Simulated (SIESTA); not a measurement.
Dy:

```
CELL_PARAMETERS angstrom
-2.00038 2.00038 2.00038
2.00038 -2.00038 2.00038
2.00038 2.00038 -2.00038
ATOMIC_POSITIONS crystal
Dy 0.00000 0.00000 0.00000
```

This isn't the form of Dy at room conditions, which is hcp.

```yaml
Program: SIESTA 5.4.2
Task: single point
Functional: PBE
Potentials_or_basis: PseudoDojo 3+ lanthanides (4f in the core) (PBE files)
Basis: DZP (energy shift 0.003 Ry; two zetas on semicore shells)
Grid_cutoff: 800 Ry
Energy_shift: 0.003 Ry
k_mesh: 9 × 9 × 9
Occupations: fermi-dirac, width 0.05 eV
Spin: collinear spin, ferromagnetic start
Starting_moments: "[5.0] μB"
```

On this cell: pressure -0.6 GPa; net moment 0.00 μB per cell; band gap on the k mesh none (metal or under the smearing width).

The same run follows on a disturbed copy (cell strained at random at fixed volume):

```
Dy
1.0
    -1.97036    2.05477    1.94506
     2.05927   -2.02731    2.00652
     1.94138    1.99834   -1.91761
Dy
1
Direct
  0.99319 0.99891 0.98663
```

Question: What does the disturbed cell give?

Answer: The energy (extrapolated to zero smearing) moves by +2.8 meV/atom; pressure -0.7 GPa; net moment 0.00 μB per cell; band gap on the k mesh none (metal or under the smearing width).

Stress tensor (GPa, compression positive):
```
-0.86  0.30 -0.77
 0.30  0.00 -0.26
-0.77 -0.26 -1.13
```

Caveats: the magnetic or orbital state may not be the lowest; short orbitals over semicore shells can move pressures by several GPa; spin-orbit coupling is left out, which moves the levels of the heavy elements; the 4f electrons are frozen in the core as for a trivalent ion, so they carry no moment and show no levels; the basis of atomic orbitals isn't converged, which shifts pressures, moduli and gaps.
